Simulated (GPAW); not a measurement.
# I (Fmmm) in GPAW: single point with PBE

Aim: the single point of I with PBE.

All numbers are computed with GPAW 26.7.0; they aren't measurements. Logs are shortened: lines on timing, memory, paths and dates and some standing lists are left out, and cuts for length are marked. The log counts tension as positive stress, the text compression.

### Step 1. Starting point

Symmetry: Fmmm, No. 69, orthorhombic system. Conventional cell: a = 4.384 Å, b = 4.731 Å, c = 7.820 Å, α = 90.00°, β = 90.00°, γ = 90.00°. I (site symmetry mmm) is surrounded by 4 I at 3.23 Å.

### Step 2. Single point, PBE

Input file run.py:

```python
from ase.dft.bandgap import bandgap
from ase.io import write
from ase.spacegroup import crystal
from ase.units import GPa
from gpaw import GPAW, PW

# I 4a
atoms = crystal(['I'],
                basis=[[0.0, 0.0, 0.0]],
                spacegroup=69, setting=1,  # Fmmm
                cellpar=[4.38449093, 4.73120089, 7.81968026, 90.0, 90.0, 90.0],
                primitive_cell=True)

calc = GPAW(mode=PW(700),
            xc='PBE',
            kpts={'size': (7, 7, 7), 'gamma': True},
            occupations={'name': 'fermi-dirac', 'width': 0.05},
            nbands=10,
            convergence={'density': 1e-05, 'energy': 1e-05},
            maxiter=80,
            txt='gpaw.txt')
atoms.calc = calc
energy = atoms.get_potential_energy()
forces = atoms.get_forces()
stress = atoms.get_stress()
calc.write('gs.gpw')
write('result.traj', atoms)
print(f'Energy: {energy:.6f} eV')
print('Forces (eV/A):')
print(forces.round(4))
print('Stress (GPa):', (stress / GPa).round(3))
print('Fermi level:', round(calc.get_fermi_level(), 4), 'eV')
print(f'Gap: {bandgap(calc)[0]:.4f} eV, direct: {bandgap(calc, direct=True)[0]:.4f} eV')
```

Potentials or basis: GPAW PAW data sets (gpaw-data 1.2.1), pw.

Command:

```bash
> OMP_NUM_THREADS=1 python run.py
```

gpaw.txt:

```text
__  _  _
 | _ |_)|_||  |
 |__||  | ||/\| - 26.7.0

Input parameters:
  mode=PW(ecut=700.0),
  convergence={'density': 1e-05, 'energy': 1e-05},
  kpts=MonkhorstPack(size=(7, 7, 7), gamma=True),
  maxiter=80,
  nbands=10,
  occupations=Occupations(name='fermi-dirac', width=0.05),
  xc=XC(name='PBE')

Diagonalizing LCAO Hamiltonian
Converting LCAO to pw mode

       I

Atoms  # Å, Bohr magnetons
|   | symbol |        x |        y |        z |    initial magnetic moments |
|---|--------|----------|----------|----------|-----------------------------|
| 0 |      I | 0.000000 | 0.000000 | 0.000000 | ( 0.0000,  0.0000,  0.0000) |

Unit cell  # Å
| periodic |        x |        y |        z |  lengths |    angles |
|----------|----------|----------|----------|----------|-----------|
|      yes | 0.000000 | 2.365600 | 3.909840 | 4.569783 | 70.583691 |
|      yes | 2.192245 | 0.000000 | 3.909840 | 4.482498 | 67.685544 |
|      yes | 2.192245 | 2.365600 | 0.000000 | 3.225214 | 41.730765 |

Number of symmetries: 8
Symmetry operations  # r_c * U_cc + t_c -> r_c
|   | kind |            matrix            |
|---|------|------------------------------|
| 0 |  σ   |  1, 0, 0,  1, 0,-1,  1,-1, 0 |
| 1 |  E   |  1, 0, 0,  0, 1, 0,  0, 0, 1 |
| 2 |  C2  |  0, 1,-1,  1, 0,-1,  0, 0,-1 |
| 3 |  σ   |  0, 1,-1,  0, 1, 0, -1, 1, 0 |
| 4 |  C2  |  0,-1, 1,  0,-1, 0,  1,-1, 0 |
| 5 |  σ   |  0,-1, 1, -1, 0, 1,  0, 0, 1 |
| 6 |  i   | -1, 0, 0,  0,-1, 0,  0, 0,-1 |
| 7 |  C2  | -1, 0, 0, -1, 0, 1, -1, 1, 0 |

BZ-sampling:
  Number of BZ points: 343
  Number of IBZ points: 64

  Monkhorst-Pack size: [7, 7, 7]
  Monkhorst-Pack shift: [0, 0, 0]

K-points  # in reciprocal-cell coordinates
|     |                                coordinates |     weight |
|-----|--------------------------------------------|------------|
|   0 | (  0.00000000,   0.00000000,   0.00000000) | 0.00291545 |
|   1 | (  0.00000000,   0.14285714,   0.14285714) | 0.00583090 |
|   2 | (  0.00000000,   0.28571429,   0.28571429) | 0.00583090 |
|   3 | (  0.00000000,   0.42857143,   0.42857143) | 0.00583090 |
|   4 | (  0.14285714,  -0.42857143,  -0.42857143) | 0.01166181 |
|   5 | (  0.14285714,  -0.28571429,  -0.42857143) | 0.01166181 |
|   6 | (  0.14285714,   0.00000000,   0.14285714) | 0.00583090 |
|   7 | (  0.14285714,   0.14285714,   0.00000000) | 0.00583090 |
|   8 | (  0.14285714,   0.14285714,   0.14285714) | 0.02332362 |
|   9 | (  0.14285714,   0.14285714,   0.28571429) | 0.01166181 |
| ... |                                            |            |
|  63 | (  0.42857143,   0.42857143,   0.42857143) | 0.02332362 |

Plane wave coefficients: 1724
Cutoff: 700.0 eV

Spin-components: 1 (collinear spins)
Bands:           10
Projectors:      5
Spin-degeneracy: 2
Datatype:        complex128

Parallelization:
  kpt:    1
  domain: 1
  band:   1

Density:
  Valence electrons: 7.0
  Components: 1
  Grid points: [28 28 28]
  Charge: 0.0  # |e|

Potential:
  Grid points: [28 28 28]

species:
  I:
    name:    Iodine
    Z:       53.0
    valence: 7
    core:    46
    charge:  0.0  # [|e|]
    compensation charges:
      type: gauss
      rc: 0.37  # [Å]
      lmax: 2
    cutoffs:
      filter: 2.06  # [Å]
      core: 2.90  # [Å]
    projectors
    | kind |    occ | energy [eV] | rcut [Å] |
    |------|--------|-------------|----------|
    |   5s |  2.000 |     -17.382 |    1.164 |
    |   5p |  5.000 |      -7.088 |    1.164 |
    |    s |        |       9.829 |    1.164 |
    |    p |        |      20.123 |    1.164 |
    |    d |        |       0.000 |    1.164 |

    Using partial waves for I as LCAO basis

Reference energy: -193540.795666  # eV

eigensolver:
  PPCG
  Converge bands: occupied
  niter=2

density mixing:
  MSR1-Mixer
  Pratt-step length: 0.05
  Maximum mixing coefficient: 0.75
  Old densities: 10
  SVD Regularization: 0.005
  Good broyden scale: 1.0
  Trust region scale: 1.0
  Backstep threshold: 4.0
  History deletion threshold: 6.0
  Fourier metric: weight=20.0, sigma=0.015

occupation numbers:
  Fermi-Dirac:
    width: 0.0500  # eV

poisson solver:
  ecut: 5600.0  # eV

xc functional:
  name: PBE with 2 nearest neighbor stencil

convergence criteria:
- Maximum integral of absolute [dens]ity change: 1e-05 electrons / valence electron
- Maximum [total energy] change in last 3 cyles: 1e-05 eV / valence electron
- Maximum integral of absolute [eigenst]ate change: 4e-08 eV^2 / valence electron
maximum number of iterations: 80

SCF iterations
|iter     | |      energy | eigst |  dens |
|---------|-|-------------|-------|-------|
|iter:   1| |   -1.351583 | -0.86 |       |
|iter:   2| |   -1.348015 | -2.93 | -1.34 |
|iter:   3| |   -1.317413 | -2.76 | -1.37 |
|iter:   4| |   -1.316299 | -3.96 | -1.94 |
|iter:   5| |   -1.316313 | -5.08 | -2.50 |
|iter:   6| |   -1.316320c| -6.46 | -3.15 |
|iter:   7| |   -1.316320c| -8.00c| -4.10 |
|iter:   8| |   -1.316320c| -7.99c| -4.76 |
|iter:   9| |   -1.316320c| -9.25c| -5.89c|

Converged in 9 steps
Energy contributions relative to reference atoms: (reference = -193540.795666)

Energy contributions:
  Kinetic:           1.357540
  Coulomb:          -1.046110
  Zero:             -0.006500
  External:          0.000000
  Xc:               -1.618151
  Entropy:          -0.006199
  Spinorbit:         0.000000
  ----------------------------
  Free energy:      -1.319419
  Extrapolated:     -1.316320

dipole moment: (-21.520805, -23.222593, -38.382064)  # |e|*Ang

Fermi level: 3.288
Eigenvalues  # (at kpt = [0.000, 0.000, 0.000])
| band index |      eig [eV] | occ [0-2] |
|------------|---------------|-----------|
|          0 |       -10.471 |     2.000 |
|          1 |         1.465 |     2.000 |
|          2 |         4.159 |     0.000 |
|          3 |         4.456 |     0.000 |
|          4 |         7.959 |     0.000 |
|          5 |        10.983 |     0.000 |
|          6 |        11.667 |     0.000 |
|          7 |        15.707 |     0.000 |
|          8 |        16.035 |     0.000 |
|          9 |        16.178 |     0.000 |

No gap
No difference between direct/indirect transitions

Forces  # eV/Ang
|       x |       y |       z |
|---------|---------|---------|
| 0.00000 | 0.00000 | 0.00000 |  # I    0

Stress tensor  # eV/Ang^3
|         x |         y |         z |
|-----------|-----------|-----------|
| -0.005112 |  0.000000 |  0.000000 |
|  0.000000 | -0.002688 |  0.000000 |
|  0.000000 |  0.000000 | -0.005387 |

# Writing to gs.gpw (mode='')
```

It took 27 s on 1 thread of Arm Neoverse V1, shared host; peak memory 0.18 GiB.

Results:

* Free energy: -1.3194 eV
* Pressure: 0.7 GPa
* Band gap on the k mesh: none (metal or under the smearing width)

Levels at points of the mesh, in eV from the Fermi level:
```
           k point  band 1  band 2  band 3  band 4  band 5  band 6
(0.00, 0.00, 0.00)  -13.76   -1.82    0.87    1.17    4.67    7.70
```

Caveat: an odd number of electrons without spin polarisation forces a metal; a magnetic or distorted state may lie lower. The run has no spin-orbit coupling, so splittings on I are missing.
